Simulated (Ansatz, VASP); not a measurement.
# Two plane-wave programs on AlN

```
Al N
1.0
     3.25496    0.00000    0.00000
    -1.62748    2.81888    0.00000
     0.00000    0.00000    4.33951
Al N
2 2
Direct
  0.33333 0.66667 0.75000
  0.66667 0.33333 0.25000
  0.33333 0.66667 0.25000
  0.66667 0.33333 0.75000
```

Alike in both runs: task single point; functional PBE; k mesh 9 × 9 × 6; occupations gaussian, width 0.05 eV; no spin polarisation.

|  | VASP | Ansatz |
| --- | --- | --- |
| version | VASP 6.6.1 | Ansatz 0.2.0 |
| potentials or method | VASP PAW PBE potentials, release 64 (Al, N) | scalar-relativistic, plane waves, PAW |
| plane-wave cutoff (eV) | 520 | 520 |
| valence electrons in the cell | 16 | 16 |

|  | VASP | Ansatz | Ansatz less VASP |
| --- | --- | --- | --- |
| gap on the k mesh at the Fermi level (eV) | 3.13 | 3.12 | -0.010 |
| least direct gap on the mesh (eV) | 3.13 | 3.12 | -0.010 |
| pressure (GPa) | 2.3 | 2.4 | +0.18 |
| largest component of the traceless stress (GPa) | 6.13 | 6.23 | +0.095 |
